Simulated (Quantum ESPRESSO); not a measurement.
# As (Cmce) in Quantum ESPRESSO: a series of runs, part 2 of 2

Quantum ESPRESSO 7.5. The steps go on from the part before.

### 3 Single point, r2SCAN, 21.09 Å³/atom

The input, pw.in:

```
&CONTROL
  calculation = 'scf'
  prefix = 'pwscf'
  outdir = './tmp'
  pseudo_dir = './pseudo'
  tprnfor = .true.
  tstress = .true.
  disk_io = 'nowf'
/
&SYSTEM
  ibrav = 0
  nat = 4
  ntyp = 1
  ecutwfc = 70
  nbnd = 16
  input_dft = 'r2scan'
  occupations = 'smearing'
  smearing = 'fd'
  degauss = 0.00367493
  nosym = .true.
  nr1 = 60
  nr2 = 60
  nr3 = 48
/
&ELECTRONS
  conv_thr = 1d-08
  electron_maxstep = 120
  mixing_beta = 0.5
/
ATOMIC_SPECIES
As    74.9216 As_ONCV_PBE-1.2.upf
CELL_PARAMETERS angstrom
   1.7877446484   -5.3877235979    0.0000000000
   1.7877446484    5.3877235979    0.0000000000
   0.0000000000    0.0000000000    4.3787499060
ATOMIC_POSITIONS crystal
As     0.3900000000    0.6100000000    0.5600000000
As     0.8900000000    0.1100000000    0.9400000000
As     0.6100000000    0.3900000000    0.4400000000
As     0.1100000000    0.8900000000    0.0600000000
K_POINTS automatic
4 4 3 0 0 0
```

Potentials or basis: SG15 PBE 1.2.

Command:

```console
> OMP_NUM_THREADS=1 mpirun -n 2 pw.x -nk 2 -in pw.in > pw.out
```

pw.out:

```text
This program is part of the open-source Quantum ESPRESSO suite
     for quantum simulation of materials; please cite
         "P. Giannozzi et al., J. Phys.:Condens. Matter 21 395502 (2009);
         "P. Giannozzi et al., J. Phys.:Condens. Matter 29 465901 (2017);
         "P. Giannozzi et al., J. Chem. Phys. 152 154105 (2020);
     in publications or presentations arising from this work. More details at

     IMPORTANT: XC functional enforced from input :
     Exchange-correlation= R2SCAN
                           (   0   0   0   0   0 497 498)
     Any further DFT definition will be discarded
     Please, verify this is what you really want

     K-points division:     npool     =       2
     Subspace diagonalization in iterative solution of the eigenvalue problem:
     a serial algorithm will be used

     G-vector sticks info
[... 275 lines left out ...]

          k =-0.3969 0.3951-0.4321 (  5626 PWs)   bands (ev):

    -6.9475  -5.6884  -3.3098  -1.6398   1.4988   2.6245   4.2095   5.2233
     5.7433   6.5863   8.7624   9.7795  10.6016  11.1478  12.3603  13.7189

          k =-1.5876 0.0000 0.0000 (  5612 PWs)   bands (ev):
[... 6 lines left out ...]
    -7.5257  -6.3409  -3.3055  -1.8573   4.4677   4.5792   4.7645   5.8753
     6.3989   7.5645   8.3644   8.5269  10.0175  10.4515  10.6601  11.5754

     the Fermi energy is     7.6987 ev

!    total energy              =     -50.70800673 Ry
     estimated scf accuracy    <          5.6E-09 Ry
     smearing contrib. (-TS)   =      -0.00014216 Ry
     internal energy E=F+TS    =     -50.70786456 Ry

     The total energy is F=E-TS. E is the sum of the following terms:
     one-electron contribution =      11.36866438 Ry
     hartree contribution      =       3.47252593 Ry
     xc contribution           =     -12.70930583 Ry
     ewald contribution        =     -52.83974905 Ry

     convergence has been achieved in   7 iterations

     Forces acting on atoms (cartesian axes, Ry/au):

     atom    1 type  1   force =     0.00000014    0.02560524   -0.00596885
     atom    2 type  1   force =    -0.00000007    0.02560573    0.00596929
     atom    3 type  1   force =    -0.00000013   -0.02560531    0.00596888
     atom    4 type  1   force =     0.00000005   -0.02560567   -0.00596932

     Total force =     0.052584     Total SCF correction =     0.000034

     Computing stress (Cartesian axis) and pressure

          total   stress  (Ry/bohr**3)                   (kbar)     P=       87.14
   0.00069966  -0.00000000  -0.00000000          102.92       -0.00       -0.00
  -0.00000000   0.00064029  -0.00000000           -0.00       94.19       -0.00
  -0.00000000  -0.00000000   0.00043714           -0.00       -0.00       64.31

=------------------------------------------------------------------------------=
   JOB DONE.
=------------------------------------------------------------------------------=
```

Wall time 59 s (2 MPI ranks of Arm Neoverse V2, shared host); peak memory 0.28 GiB.

What came out:

```yaml
Free_energy: -689.9176 eV
Pressure: 8.7 GPa
Largest_force: 0.676 eV/Å
Band_gap_on_the_k_mesh: 0.23 eV, indirect (least direct gap 0.55 eV)
```

Caveat: the k mesh is coarse (spacing up to 0.48 Å⁻¹), so the values aren't converged; the potentials were made for another functional, which shifts forces and pressure; an odd mesh through Γ misses points on the zone boundary, where band edges often lie.

### 4 Single point, r2SCAN, 21.54 Å³/atom

Changes to pw.in since step 3:

```diff
@@ -32,5 +32,5 @@
 CELL_PARAMETERS angstrom
-   1.7877446484   -5.3877235979    0.0000000000
-   1.7877446484    5.3877235979    0.0000000000
-   0.0000000000    0.0000000000    4.3787499060
+   1.8003348143   -5.4256665635    0.0000000000
+   1.8003348143    5.4256665635    0.0000000000
+   0.0000000000    0.0000000000    4.4095871889
 ATOMIC_POSITIONS crystal
```

Command:

```console
> OMP_NUM_THREADS=1 mpirun -n 2 pw.x -nk 2 -in pw.in > pw.out
```

Run time: 60 s. Hardware: 2 MPI ranks of Arm Neoverse V2, shared host; peak memory 0.28 GiB.

The run converged. Its results:

```
Free energy            : -690.0036 eV
Pressure               : 6.7 GPa
Largest force          : 0.516 eV/Å
Band gap on the k mesh : 0.21 eV, indirect (least direct gap 0.48 eV)
```

Caveat: the k mesh is coarse (spacing up to 0.47 Å⁻¹), so the values aren't converged; the potentials were made for another functional, which shifts forces and pressure; an odd mesh through Γ misses points on the zone boundary, where band edges often lie.

### 5 Single point, r2SCAN, 21.99 Å³/atom

Changes to pw.in since step 4:

```diff
@@ -32,5 +32,5 @@
 CELL_PARAMETERS angstrom
-   1.8003348143   -5.4256665635    0.0000000000
-   1.8003348143    5.4256665635    0.0000000000
-   0.0000000000    0.0000000000    4.4095871889
+   1.8127513088   -5.4630861361    0.0000000000
+   1.8127513088    5.4630861361    0.0000000000
+   0.0000000000    0.0000000000    4.4399990961
 ATOMIC_POSITIONS crystal
```

Command:

```console
> OMP_NUM_THREADS=1 mpirun -n 2 pw.x -nk 2 -in pw.in > pw.out
```

It took 58 s on 2 MPI ranks of Arm Neoverse V2, shared host; peak memory 0.28 GiB.

It converged, with:

```
Free energy            : -690.0679 eV
Pressure               : 4.8 GPa
Largest force          : 0.386 eV/Å
Band gap on the k mesh : 0.19 eV, indirect (least direct gap 0.42 eV)
```

Caveat: the k mesh is coarse (spacing up to 0.47 Å⁻¹), so the values aren't converged; the potentials were made for another functional, which shifts forces and pressure; an odd mesh through Γ misses points on the zone boundary, where band edges often lie.

### 6 Single point, r2SCAN, 22.43 Å³/atom

Changes to pw.in since step 5:

```diff
@@ -32,5 +32,5 @@
 CELL_PARAMETERS angstrom
-   1.8127513088   -5.4630861361    0.0000000000
-   1.8127513088    5.4630861361    0.0000000000
-   0.0000000000    0.0000000000    4.4399990961
+   1.8250000000   -5.5000000000    0.0000000000
+   1.8250000000    5.5000000000    0.0000000000
+   0.0000000000    0.0000000000    4.4700000000
 ATOMIC_POSITIONS crystal
```

Potentials or basis: SG15 PBE 1.2.

Command:

```console
> OMP_NUM_THREADS=1 mpirun -n 2 pw.x -nk 2 -in pw.in > pw.out
```

Wall time 61 s (2 MPI ranks of Arm Neoverse V2, shared host); peak memory 0.28 GiB.

Results (log left out):

```
Free energy            : -690.1127 eV
Pressure               : 3.2 GPa
Largest force          : 0.307 eV/Å
Band gap on the k mesh : 0.18 eV, indirect (least direct gap 0.36 eV)
```

Caveat: the k mesh is coarse (spacing up to 0.47 Å⁻¹), so the values aren't converged; the potentials were made for another functional, which shifts forces and pressure; an odd mesh through Γ misses points on the zone boundary, where band edges often lie.

### 7 Single point, r2SCAN, 22.88 Å³/atom

Changes to pw.in since step 6:

```diff
@@ -32,5 +32,5 @@
 CELL_PARAMETERS angstrom
-   1.8250000000   -5.5000000000    0.0000000000
-   1.8250000000    5.5000000000    0.0000000000
-   0.0000000000    0.0000000000    4.4700000000
+   1.8370864449   -5.5364249026    0.0000000000
+   1.8370864449    5.5364249026    0.0000000000
+   0.0000000000    0.0000000000    4.4996035117
 ATOMIC_POSITIONS crystal
```

Command:

```console
> OMP_NUM_THREADS=1 mpirun -n 2 pw.x -nk 2 -in pw.in > pw.out
```

Wall time 59 s (2 MPI ranks of Arm Neoverse V2, shared host); peak memory 0.28 GiB.

The run converged. Its results:

```yaml
Free_energy: -690.1396 eV
Pressure: 1.7 GPa
Largest_force: 0.300 eV/Å
Band_gap_on_the_k_mesh: 0.17 eV, indirect (least direct gap 0.30 eV)
```

Caveat: the k mesh is coarse (spacing up to 0.47 Å⁻¹), so the values aren't converged; the potentials were made for another functional, which shifts forces and pressure; an odd mesh through Γ misses points on the zone boundary, where band edges often lie.

### 8 Single point, r2SCAN, 23.33 Å³/atom

Changes to pw.in since step 7:

```diff
@@ -32,5 +32,5 @@
 CELL_PARAMETERS angstrom
-   1.8370864449   -5.5364249026    0.0000000000
-   1.8370864449    5.5364249026    0.0000000000
-   0.0000000000    0.0000000000    4.4996035117
+   1.8490159120   -5.5723767210    0.0000000000
+   1.8490159120    5.5723767210    0.0000000000
+   0.0000000000    0.0000000000    4.5288225351
 ATOMIC_POSITIONS crystal
```

Command:

```console
> OMP_NUM_THREADS=1 mpirun -n 2 pw.x -nk 2 -in pw.in > pw.out
```

Run time: 59 s. Hardware: 2 MPI ranks of Arm Neoverse V2, shared host; peak memory 0.28 GiB.

It converged, with:

| Item | Value |
| --- | --- |
| Free energy | -690.1506 eV |
| Pressure | 0.3 GPa |
| Largest force | 0.357 eV/Å |
| Band gap on the k mesh | 0.16 eV, indirect (least direct gap 0.25 eV) |

Caveat: the k mesh is coarse (spacing up to 0.46 Å⁻¹), so the values aren't converged; the potentials were made for another functional, which shifts forces and pressure; an odd mesh through Γ misses points on the zone boundary, where band edges often lie.

### 9 Single point, r2SCAN, 23.78 Å³/atom

Changes to pw.in since step 8:

```diff
@@ -32,5 +32,5 @@
 CELL_PARAMETERS angstrom
-   1.8490159120   -5.5723767210    0.0000000000
-   1.8490159120    5.5723767210    0.0000000000
-   0.0000000000    0.0000000000    4.5288225351
+   1.8607934009   -5.6078705233    0.0000000000
+   1.8607934009    5.6078705233    0.0000000000
+   0.0000000000    0.0000000000    4.5576693162
 ATOMIC_POSITIONS crystal
```

Potentials or basis: SG15 PBE 1.2.

Command:

```console
> OMP_NUM_THREADS=1 mpirun -n 2 pw.x -nk 2 -in pw.in > pw.out
```

It took 61 s on 2 MPI ranks of Arm Neoverse V2, shared host; peak memory 0.28 GiB.

The run converged. Its results:

```yaml
Free_energy: -690.1470 eV
Pressure: -0.9 GPa
Largest_force: 0.447 eV/Å
Band_gap_on_the_k_mesh: 0.15 eV, indirect (least direct gap 0.20 eV)
```

Caveat: the k mesh is coarse (spacing up to 0.46 Å⁻¹), so the values aren't converged; the potentials were made for another functional, which shifts forces and pressure; an odd mesh through Γ misses points on the zone boundary, where band edges often lie.

### 10 Equation of state, r2SCAN

No new run: the results of the series are fitted here.

What came out:

```
Equilibrium volume                        : 23.44 Å³/atom
Bulk modulus at fixed shape and positions : 66 GPa
Pressure derivative of the bulk modulus   : 4.2
```

Energy against volume, from the lowest point:
| volume (Å³/atom) | energy (meV/atom) |
| --- | --- |
| 21.088 | 58.25 |
| 21.536 | 36.74 |
| 21.985 | 20.66 |
| 22.434 | 9.48 |
| 22.882 | 2.73 |
| 23.331 | 0.00 |
| 23.780 | 0.90 |

Caveat: the k mesh is coarse (spacing up to 0.47 Å⁻¹), so the values aren't converged; the potentials were made for another functional, which shifts forces and pressure; the cell was scaled at fixed shape and fractional positions, which overstates the stiffness of a crystal with free parameters, most of all of layers and chains.

### 11 The reference run

An earlier run on the cell as given: functional PBEsol; potentials or basis GBRV 1.5 PBEsol; cutoff 612 eV; density cutoff 4898 eV; k mesh 8 × 8 × 6; occupations fermi-dirac, width 0.05 eV; no spin polarisation.

- Pressure: 0.2 GPa
- Largest force: 0.122 eV/Å
- Band gap on the k mesh: none (metal or under the smearing width)

### 12 Overview

```csv
task,level,potentials or basis,k mesh,cutoff (eV),form of the LDA correlation,SCF threshold,symmetry,mesh quality,gap on the mesh (eV),pressure (GPa),largest force (eV/Å)
band structure,LDA,GBRV 1.5 LDA,8 × 8 × 6,612,PZ81,8e-10 Ry,-,not flagged,none,-1.3,0.13
equation of state,r2SCAN,SG15 PBE 1.2,4 × 4 × 3,952,-,1e-08 Ry,off,coarse,-,-,-
single point,PBEsol,GBRV 1.5 PBEsol,8 × 8 × 6,612,-,8e-10 Ry,-,not flagged,none,0.2,0.12
```

Alike in all rows: no spin polarisation; cell as given; smearing fermi-dirac 0.05 eV.

Caveats: some runs use coarse meshes; the potentials were made for another functional, which shifts forces and pressure (some runs); the cell was scaled at fixed shape and fractional positions, which overstates the stiffness of a crystal with free parameters, most of all of layers and chains (some runs).

Total energies depend on the potentials used, so only differences within one code and one set of settings carry meaning.
